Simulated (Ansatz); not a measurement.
Point defect: P interstitial in BP

The calculation used Ansatz 0.2.0, DFT PBE, scalar-relativistic, plane waves, PAW. Run with 420 eV cutoff, 1×1×1 k-mesh, Gaussian smearing of 0.01 eV, collinear spin in charge 0, +2 alone.

Host crystal, relaxed:

```
B P
1.0
     0.00000    2.27410    2.27410
     2.27410    0.00000    2.27410
     2.27410    2.27410    0.00000
B P
1 1
Cartesian
  0.0000 0.0000 0.0000
  1.1370 1.1370 1.1370
```

Supercell of 54 atoms, rows in host cell vectors: 3 0 -3; 0 0 -3; 0 3 -3. Atoms relax at the host's cell, keeping the symmetry that the supercell leaves at the site. The cell is small, so energies carry finite-size errors of tenths of an eV. The zone centre alone is far too coarse a mesh for this cell, so the numbers show that error and aren't the defect's converged properties. The host's Kohn–Sham gap is 1.25 eV.

Defect: P interstitial, charge +2.

Command:

```bash
ansatz run input.yaml --threads 4 --pin off --max-ram 10240MiB --backend cpu --events-out ev --progress --plain --runs-dir out
```

The input:

```yaml
crystal:
  lattice:
    - [-6.8222892028, 0.0, 6.8222892028]
    - [-6.8222892028, -6.8222892028, 0.0]
    - [0.0, -6.8222892028, 6.8222892028]
  atoms:
    - { symbol: B, position: [0.337994732, 0.3286719346, -0.0046613987], spin: 0.091 }
    - { symbol: B, position: [0.3324559922, 0.0008381624, -0.0007989837] }
    - { symbol: B, position: [0.337994732, 0.6713280654, -0.0046613987], spin: 0.091 }
    - { symbol: B, position: [0.337994732, 0.3286719346, 0.337994732], spin: 0.091 }
    - { symbol: B, position: [0.3333790856, -0.0001372569, 0.3333790856] }
    - { symbol: B, position: [0.3333790856, 0.666712419, 0.3333790856] }
    - { symbol: B, position: [0.3324559922, 0.3325343496, 0.6675048291] }
    - { symbol: B, position: [0.3324559922, 1.0008381624, 0.6675048291] }
    - { symbol: B, position: [0.3333790856, 0.666712419, 0.6665294098] }
    - { symbol: B, position: [0.6806340336, 0.3286775444, -0.004655789] }
    - { symbol: B, position: [0.6675048291, 0.0008381624, -0.0007989837] }
    - { symbol: B, position: [0.6675048291, 0.6657893255, -0.0007989837] }
    - { symbol: B, position: [0.6675048291, 0.3325343496, 0.3324559922] }
    - { symbol: B, position: [0.6675048291, 1.0008381624, 0.3324559922] }
    - { symbol: B, position: [0.6665294098, 0.666712419, 0.3333790856] }
    - { symbol: B, position: [0.6675048291, 0.3325343496, 0.6675048291] }
    - { symbol: B, position: [0.6666666667, 0.0, 0.6666666667] }
    - { symbol: B, position: [0.6675048291, 0.6657893255, 0.6675048291] }
    - { symbol: B, position: [-0.004655789, 0.3286775444, -0.004655789] }
    - { symbol: B, position: [-0.004655789, 1.0139673669, -0.004655789] }
    - { symbol: B, position: [-0.0046613987, 0.6713280654, -0.0046613987], spin: 0.091 }
    - { symbol: B, position: [-0.0046613987, 0.3286719346, 0.337994732], spin: 0.091 }
    - { symbol: B, position: [-0.0007989837, 0.0008381624, 0.3324559922] }
    - { symbol: B, position: [-0.0046613987, 0.6713280654, 0.337994732], spin: 0.091 }
    - { symbol: B, position: [-0.004655789, 0.3286775444, 0.6806340336] }
    - { symbol: B, position: [-0.0007989837, 0.0008381624, 0.6675048291] }
    - { symbol: B, position: [-0.0007989837, 0.6657893255, 0.6675048291] }
    - { symbol: P, position: [0.0769633321, 0.4102966655, 0.0769633321], spin: 0.091 }
    - { symbol: P, position: [0.0838051807, 0.082861486, 0.0838051807] }
    - { symbol: P, position: [0.0769633321, 0.7691100036, 0.0769633321], spin: 0.091 }
    - { symbol: P, position: [0.0769633321, 0.4102966655, 0.4357766703], spin: 0.091 }
    - { symbol: P, position: [0.0831023967, 0.0813519402, 0.4177728315] }
    - { symbol: P, position: [0.0831023967, 0.7511061649, 0.4177728315] }
    - { symbol: P, position: [0.0838051807, 0.417138514, 0.7495281527] }
    - { symbol: P, position: [0.0838051807, 0.082861486, 0.7495281527] }
    - { symbol: P, position: [0.0831023967, 0.7511061649, 0.7480186069] }
    - { symbol: P, position: [0.4357766703, 0.4102966655, 0.0769633321], spin: 0.091 }
    - { symbol: P, position: [0.4177728315, 0.0813519402, 0.0831023967] }
    - { symbol: P, position: [0.4177728315, 0.7511061649, 0.0831023967] }
    - { symbol: P, position: [0.4177728315, 0.4164357301, 0.4177728315] }
    - { symbol: P, position: [0.4177728315, 0.0813519402, 0.4177728315] }
    - { symbol: P, position: [0.4166666667, 0.75, 0.4166666667] }
    - { symbol: P, position: [0.4177728315, 0.4164357301, 0.7480186069] }
    - { symbol: P, position: [0.4170271909, 0.0832131586, 0.7498798252] }
    - { symbol: P, position: [0.4177728315, 0.7511061649, 0.7480186069] }
    - { symbol: P, position: [0.7495281527, 0.417138514, 0.0838051807] }
    - { symbol: P, position: [0.7495281527, 0.082861486, 0.0838051807] }
    - { symbol: P, position: [0.7480186069, 0.7511061649, 0.0831023967] }
    - { symbol: P, position: [0.7480186069, 0.4164357301, 0.4177728315] }
    - { symbol: P, position: [0.7498798252, 0.0832131586, 0.4170271909] }
    - { symbol: P, position: [0.7480186069, 0.7511061649, 0.4177728315] }
    - { symbol: P, position: [0.7495281527, 0.417138514, 0.7495281527] }
    - { symbol: P, position: [0.7498798252, 0.0832131586, 0.7498798252] }
    - { symbol: P, position: [0.7498798252, 0.7503605243, 0.7498798252] }
    - { symbol: P, position: [0.1666666667, 0.5, 0.1666666667], spin: 0.091 }
  host:
    lattice:
      - [0.0, 2.2740964009, 2.2740964009]
      - [2.2740964009, 0.0, 2.2740964009]
      - [2.2740964009, 2.2740964009, 0.0]
    atoms:
      - { symbol: B, position: [0.0, 0.0, 0.0] }
      - { symbol: P, position: [0.25, 0.25, 0.25] }
total_charge: 2
basis:
  ecutwfc: 420
  xc_grid: 2
kpoints:
  mp_grid: { grid: [1, 1, 1], shift: [0.0, 0.0, 0.0] }
hamiltonian:
  xc: pbe
scf:
  occupations: { method: gaussian, width: 0.01 }
output:
  forces: true
  stress: false
  eigenvalues: true
  populations: true
  charged_corrections:
    defect_position: [0.16666667, 0.5, 0.16666667]
    epsilon: [[9.2563, 0.0, 0.0], [0.0, 9.2563, 0.0], [0.0, 0.0, 9.2563]]
magnetization:
  spin_polarized: true
relax:
  adjacent_minimum: "off"
  f_tol: 0.025
  max_steps: 45
```

From the output:

```
Warning: RAYON_NUM_THREADS=4 ignored (pool sized by the plan → 4); use --threads N
Crystal: 55 atoms, lattice volume = 635.068 Å³
Basis set: ecut = 420 eV, 12339 PW (Γ), exchange–correlation on 144×144×144 points (8 copies of the dense FFT grid, shifted against one another)
Bands: 166, of which v1, the nominal top of the filled ones, is band 110 counted from 1 (109 counted from 0)
Symmetry: 24 space group operations
Space group: F-43m (ITA 216), of the structure as read, at distance tolerance 8.6e-5 Å
k-points: 1
relax step   1: F+E_penalty+E_count = -25386.22354065 eV  Δ(F+E_penalty+E_count) = +0.000e0 eV  max|allowed force component| = 2.767e-1 eV/Å  Δτ_max = 0.0000 Å
relax step   2: F+E_penalty+E_count = -25386.24019797 eV  Δ(F+E_penalty+E_count) = -1.666e-2 eV  max|allowed force component| = 1.968e-1 eV/Å  Δτ_max = 0.0062 Å
relax step   3: F+E_penalty+E_count = -25386.25211452 eV  Δ(F+E_penalty+E_count) = -1.192e-2 eV  max|allowed force component| = 3.805e-2 eV/Å  Δτ_max = 0.0157 Å
relax step   4: F+E_penalty+E_count = -25386.25279923 eV  Δ(F+E_penalty+E_count) = -6.847e-4 eV  max|allowed force component| = 2.403e-2 eV/Å  Δτ_max = 0.0052 Å
SCF converged after 5 iterations
Free energy (F): -25386.252799 eV
E sigma→0 (E₀):  -25386.248943 eV
Fermi energy:    10.418355 eV
```

The relaxation gained 0.03 eV in 4 steps. It took 11 s on 4 threads of Intel(R) Xeon(R) 6975P-C (Granite Rapids) (shared host), peak memory 1.1 GiB.